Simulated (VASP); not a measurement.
# Nb (Im-3m) in VASP: elastic constants with LDA

Aim: the elastic constants of Nb with LDA.

All numbers are computed with VASP 6.6.1; they aren't measurements. Logs are shortened: lines on timing, memory, paths and dates and some standing lists are left out, and cuts for length are marked.

## Step 1: The structure

Symmetry: Im-3m, No. 229, cubic system. Conventional cell: a = 3.318 Å, b = 3.318 Å, c = 3.318 Å, α = 90.00°, β = 90.00°, γ = 90.00°. Nb (site symmetry m-3m) is surrounded by 8 Nb at 2.87 Å.

## Step 2: Elastic constants, LDA

Input file POSCAR:

```
Nb
1.0
   -1.6588161900      1.6588161900      1.6588161900
    1.6588161900     -1.6588161900      1.6588161900
    1.6588161900      1.6588161900     -1.6588161900
Nb
1
Direct
    0.0000000000      0.0000000000      0.0000000000
```

Input file INCAR.step1:

```
SYSTEM = Nb
  PREC = Accurate
  ENCUT = 580
  EDIFF = 1E-8
  ISMEAR = 0
  SIGMA = 0.1
  LREAL = .FALSE.
  LASPH = .TRUE.
  NELM = 60
  ALGO = Fast
  ISIF = 3
  LWAVE = .FALSE.
  LCHARG = .FALSE.
  GGA = CA
  IBRION = 2
  NSW = 40
  EDIFFG = -0.002
```

Input file INCAR.step2:

```
SYSTEM = Nb
  PREC = Accurate
  ENCUT = 580
  EDIFF = 1E-8
  ISMEAR = 0
  SIGMA = 0.1
  LREAL = .FALSE.
  LASPH = .TRUE.
  NELM = 60
  ALGO = Fast
  ISIF = 3
  LWAVE = .FALSE.
  LCHARG = .FALSE.
  GGA = CA
  IBRION = 6
  NFREE = 2
  POTIM = 0.015
  NSW = 1
```

Input file KPOINTS:

```
Automatic mesh
0
G
  18 18 18
  0 0 0
```

Potentials or basis: VASP PAW LDA potentials, release 64 (Nb_pv).

Started as:

```console
cat potpaw_LDA.64/Nb_pv/POTCAR > POTCAR
cp INCAR.step1 INCAR
mpirun -np 1 vasp_std > vasp.out
cp CONTCAR POSCAR
cp INCAR.step2 INCAR
mpirun -np 1 vasp_std > vasp.out
```

OUTCAR:

```text
SYSTEM = Nb
   PREC = Accurate
   ENCUT = 580
   EDIFF = 1E-8
   ISMEAR = 0
   LREAL = .FALSE.
   LASPH = .TRUE.
   NELM = 60
   ISIF = 3
   GGA = CA
   IBRION = 6
   NFREE = 2
   POTIM = 0.015
   NSW = 1

 ion  position               nearest neighbor table
   1  0.000  0.000  0.000-

  LATTYP: Found a body centered cubic cell.
 ALAT       =     3.2647434142

  Lattice vectors:

 A1 = (  -1.6323717071,   1.6323717071,   1.6323717071)
 A2 = (   1.6323717071,  -1.6323717071,   1.6323717071)
 A3 = (   1.6323717071,   1.6323717071,  -1.6323717071)

Analysis of symmetry for initial positions (statically):
=====================================================================
 Subroutine PRICEL returns:
 Original cell was already a primitive cell.

 Routine SETGRP: Setting up the symmetry group for a
 body centered cubic supercell.

 Subroutine GETGRP returns: Found 48 space group operations
 (whereof 48 operations were pure point group operations)
 out of a pool of 48 trial point group operations.

The static configuration has the point symmetry O_h .

Analysis of symmetry for dynamics (positions and initial velocities):
=====================================================================
 Subroutine PRICEL returns:
 Original cell was already a primitive cell.

 Routine SETGRP: Setting up the symmetry group for a
 body centered cubic supercell.

 Subroutine GETGRP returns: Found 48 space group operations
 (whereof 48 operations were pure point group operations)
 out of a pool of 48 trial point group operations.

The dynamic configuration has the point symmetry O_h .

 Subroutine INISYM returns: Found 48 space group operations
 (whereof 48 operations are pure point group operations),
 and found     1 'primitive' translations

----------------------------------------------------------------------------------------

                                     Primitive cell

  volume of cell :      17.3987

  direct lattice vectors                    reciprocal lattice vectors
    -1.632371707  1.632371707  1.632371707     0.000000000  0.306302785  0.306302785
     1.632371707 -1.632371707  1.632371707     0.306302785  0.000000000  0.306302785
     1.632371707  1.632371707 -1.632371707     0.306302785  0.306302785  0.000000000

  length of vectors
     2.827350734  2.827350734  2.827350734     0.433177553  0.433177553  0.433177553

  position of ions in fractional coordinates (direct lattice)
     0.000000000  0.000000000  0.000000000

  ion indices of the primitive-cell ions
   primitive index   ion index
                 1           1

----------------------------------------------------------------------------------------

 KPOINTS: Automatic mesh

Automatic generation of k-mesh.
 Grid dimensions read from file:
 generate k-points for:   18   18   18

 Generating k-lattice:

  Cartesian coordinates                     Fractional coordinates (reciprocal lattice)
     0.000000000  0.017016821  0.017016821     0.055555556  0.000000000  0.000000000
     0.017016821  0.000000000  0.017016821     0.000000000  0.055555556  0.000000000
     0.017016821  0.017016821  0.000000000     0.000000000  0.000000000  0.055555556

  Length of vectors
     0.024065420  0.024065420  0.024065420

  Shift w.r.t. Gamma in fractional coordinates (k-lattice)
     0.000000000  0.000000000  0.000000000

 Subroutine IBZKPT returns following result:
 ===========================================

 Found    195 irreducible k-points:

 Following reciprocal coordinates:
            Coordinates               Weight
  0.000000  0.000000  0.000000      1.000000
  0.055556  0.000000  0.000000     12.000000
  0.111111  0.000000  0.000000     12.000000
  0.166667  0.000000  0.000000     12.000000
  0.222222  0.000000  0.000000     12.000000
  0.277778  0.000000  0.000000     12.000000
[... 16 lines left out ...]
  0.333333  0.111111 -0.000000     48.000000
  0.388889  0.111111 -0.000000     48.000000
 [... further k-points ...]
   k-points           NKPTS =    195   k-points in BZ     NKDIM =    195   number of bands    NBANDS=      9
[... 33 lines left out ...]
   EFERMI_NEDOS =   21; number of points for ismear=-14 and -15
   IALGO  =     68    algorithm
   IMIX   =      4    mixing-type and parameters
     AMIX     =   0.40;   BMIX     =  1.00
     AMIX_MAG =   1.60;   BMIX_MAG =  1.00
  volume/ion in A,a.u.               =      17.40       117.41
  Fermi-wavevector in a.u.,A,eV,Ry     =   1.405077  2.655210 26.861170  1.974240
  Thomas-Fermi vector in A             =   2.527574
   LORBIT       =      0    0 simple, 1 ext, 2 COOP (PROOUT), +10 PAW based schemes
   GGA     = CA    functional components
   LHFCALC =     F    Hartree Fock is set to
   AEXX    =    0.0000 exact exchange contribution
   IVDW    =     0    specifies the selected vdW correction
   LEPSILON=     F    determine dielectric tensor
   LRPA    =     F    only Hartree local field effects (RPA)
 finite differences with symmetry
 non-spin polarized calculation
 RMM-DIIS sequential band-by-band and
 Gauss-broadening in eV      SIGMA  =   0.10
  energy-cutoff  :      580.00
  volume of cell :       17.40
 maximum number of plane-waves:       586
 NGX is ok and might be reduce to    24
   NGX = 11   NGY = 11   NGZ = 11

--------------------------------------- Ionic step        1  -------------------------------------------

 number of electron      11.0000002 magnetization

 Free energy of the ion-electron system (eV)
  ---------------------------------------------------
  ext. energy  EPLUGINS =         0.00000000
  ---------------------------------------------------
  free energy    TOTEN  =       -11.15466489 eV

  energy without entropy =      -11.14681972  energy(sigma->0) =      -11.15074231

------------------------ aborting loop because EDIFF is reached ----------------------------------------

  FORCE on cell =-STRESS in cart. coord.  units (eV):
  Direction    XX          YY          ZZ          XY          YZ          ZX
  --------------------------------------------------------------------------------------
  -------------------------------------------------------------------------------------
  Total       -0.0001766     -0.0001766     -0.0001766     -0.0000000      0.0000000      0.0000000
  in kB       -0.0162659     -0.0162659     -0.0162659     -0.0000000      0.0000000      0.0000000
  external PRESSURE =      -0.0162659 kB  Pullay stress =       0.0000000 kB
[... 86 lines left out ...]
  FREE ENERGIE OF THE ION-ELECTRON SYSTEM (eV)
  ---------------------------------------------------
  free  energy   TOTEN  =       -11.1513101701 eV

  energy  without entropy=      -11.1435120349  energy(sigma->0) =      -11.14741110

[... ionic steps 4 to 12 ...]

--------------------------------------- Ionic step       13  -------------------------------------------

 number of electron      11.0000001 magnetization

------------------------ aborting loop because EDIFF is reached ----------------------------------------
[... 65 lines left out ...]
--------------------------------------- Ionic step       15  -------------------------------------------

 number of electron      11.0000001 magnetization

 Free energy of the ion-electron system (eV)
  ---------------------------------------------------
  ext. energy  EPLUGINS =         0.00000000
  ---------------------------------------------------
  free energy    TOTEN  =       -11.15466449 eV

  energy without entropy =      -11.14681933  energy(sigma->0) =      -11.15074191

 E-fermi :   5.1124     XC(G=0): -12.8156

 val. band max:        5.0908859487   @ k =  -0.2222   0.3333   0.1111
 cond. band min:       5.1136995396   @ k =   0.2778   0.0000   0.0000
 fundamental gap:      0.0228135909
 Fermi energy:         5.1124093082

 k-point     1 :       0.0000    0.0000    0.0000
  band No.  band energies     occupation
      1     -24.2954      2.00000
      2     -24.2954      2.00000
      3     -24.2954      2.00000
      4      -0.8759      2.00000
      5       5.4256      0.00001
      6       5.4256      0.00001
      7       5.4256      0.00001
      8       8.4457      0.00000
      9       8.4457      0.00000
[... 265 lines left out ...]
 k-point    24 :       0.3889    0.1111   -0.0000
  band No.  band energies     occupation
      1     -25.7338      2.00000
      2     -24.8215      2.00000
      3     -24.3778      2.00000
      4       1.6326      2.00000
      5       3.4599      2.00000
      6       6.3734      0.00000
      7       8.3663      0.00000
      8       9.5009      0.00000
      9      12.1781      0.00000

 [... further k-points ...]

------------------------ aborting loop because EDIFF is reached ----------------------------------------

  FORCE on cell =-STRESS in cart. coord.  units (eV):
  Direction    XX          YY          ZZ          XY          YZ          ZX
  --------------------------------------------------------------------------------------
  -------------------------------------------------------------------------------------
  Total       -0.0002672     -0.0002672     -0.0002672      0.0000000      0.0000000      0.0000000
  in kB       -0.0246081     -0.0246081     -0.0246081      0.0000000      0.0000000      0.0000000
  external PRESSURE =      -0.0246081 kB  Pullay stress =       0.0000000 kB
[... 16 lines left out ...]
  FREE ENERGIE OF THE ION-ELECTRON SYSTEM (eV)
  ---------------------------------------------------
  free  energy   TOTEN  =       -11.1546644893 eV

  energy  without entropy=      -11.1468193253  energy(sigma->0) =      -11.15074191

 INTERNAL STRAIN TENSORS FROM STRAINED CELLS
 ============================================

 INTERNAL STRAIN TENSOR FOR ION    1 for displacements in x,y,z  (eV/Angst):
          X           Y           Z          XY          YZ          ZX
  --------------------------------------------------------------------------------
  x     0.00000     0.00000    -0.00000    -0.00000    -0.00000     0.00000
  y    -0.00000    -0.00000    -0.00000    -0.00000     0.00000    -0.00000
  z     0.00000    -0.00000     0.00000     0.00000    -0.00000     0.00000

 INTERNAL STRAIN TENSORS FROM DISPLACED ATOMS
 ============================================

 INTERNAL STRAIN TENSOR FOR ION    1 for displacements in x,y,z  (eV/Angst):
          X           Y           Z          XY          YZ          ZX
  --------------------------------------------------------------------------------
  x     0.00000     0.00000     0.00000     0.00000     0.00000     0.00000
  y     0.00000     0.00000     0.00000     0.00000     0.00000     0.00000
  z     0.00000     0.00000     0.00000     0.00000     0.00000     0.00000

 Eigenvectors and eigenvalues of the dynamical matrix
 ----------------------------------------------------

   1 f  =    0.000000 THz     0.000000 2PiTHz    0.000000 cm-1     0.000000 meV
             X         Y         Z           dx          dy          dz
      0.000000  0.000000  0.000000     1.000000    0.000000    0.000000

   2 f  =    0.000000 THz     0.000000 2PiTHz    0.000000 cm-1     0.000000 meV
             X         Y         Z           dx          dy          dz
      0.000000  0.000000  0.000000     0.000000    1.000000    0.000000

   3 f  =    0.000000 THz     0.000000 2PiTHz    0.000000 cm-1     0.000000 meV
             X         Y         Z           dx          dy          dz
      0.000000  0.000000  0.000000     0.000000    0.000000    1.000000

--------------------------------------------------------------------------------------------------------

 ELASTIC MODULI CONTR FROM IONIC RELAXATION (kBar)
 Direction    XX          YY          ZZ          XY          YZ          ZX
 --------------------------------------------------------------------------------
 XX           0.0000      0.0000      0.0000      0.0000      0.0000      0.0000
 YY           0.0000      0.0000      0.0000      0.0000      0.0000      0.0000
 ZZ           0.0000      0.0000      0.0000      0.0000      0.0000      0.0000
 XY           0.0000      0.0000      0.0000      0.0000      0.0000      0.0000
 YZ           0.0000      0.0000      0.0000      0.0000      0.0000      0.0000
 ZX           0.0000      0.0000      0.0000      0.0000      0.0000      0.0000
 --------------------------------------------------------------------------------

 TOTAL ELASTIC MODULI (kBar)
 Direction    XX          YY          ZZ          XY          YZ          ZX
 --------------------------------------------------------------------------------
 XX        2694.0218   1533.6112   1533.6112      0.0000      0.0000     -0.0000
 YY        1533.6112   2694.0218   1533.6112     -0.0000      0.0000      0.0000
 ZZ        1533.6112   1533.6112   2694.0218      0.0000     -0.0000      0.0000
 XY           0.0000     -0.0000      0.0000     -1.0028      0.0000      0.0000
 YZ           0.0000      0.0000     -0.0000      0.0000     -1.0028      0.0000
 ZX          -0.0000      0.0000      0.0000      0.0000      0.0000     -1.0028
 --------------------------------------------------------------------------------
```

Run time: 19 min. Hardware: 1 thread of AMD EPYC 9R45 (Zen 5), shared host; peak memory 0.58 GiB.

What came out:

- Relaxed volume: 17.40 Å³/atom
- Relaxed cell: a = 2.827 Å, b = 2.827 Å, c = 2.827 Å, α = 109.47°, β = 109.47°, γ = 109.47°
- Space group after relaxing (to 0.05 Å): Im-3m (No. 229)
- Elastic constants C11, C12, C44: 269, 153, 0 GPa
- Voigt bulk modulus: 192 GPa

The path:
```tsv
step	energy change (eV)	largest force (eV/Å)	pressure (GPa)	volume (Å³)
1	0.0000	0.0000	-8.48	18.26
2	0.0756	0.0000	21.75	15.82
3	-0.0236	0.0000	-0.29	17.42
4	-0.0236	0.0000	-0.03	17.40
5	-0.0236	0.0000	0.16	17.38
6	-0.0236	0.0000	-0.26	17.42
7	-0.0236	0.0000	0.00	17.40
```

Final structure:
```
Nb
1.0
    -1.63237    1.63237    1.63237
     1.63237   -1.63237    1.63237
     1.63237    1.63237   -1.63237
Nb
1
Direct
  0.00000 0.00000 0.00000
```

Elastic tensor in Voigt notation (GPa, in the Cartesian axes of the cell as first typed):
```
269 153 153   0   0   0
153 269 153   0   0   0
153 153 269   0   0   0
  0   0   0   0   0   0
  0   0   0   0   0   0
  0   0   0   0   0   0
```

Clamped-ion elastic tensor (GPa):
```
269 153 153   0   0   0
153 269 153   0   0   0
153 153 269   0   0   0
  0   0   0   0   0   0
  0   0   0   0   0   0
  0   0   0   0   0   0
```

Caveat: the elastic tensor has a negative eigenvalue, so either the cell is unstable as it stands or the mesh is too thin.
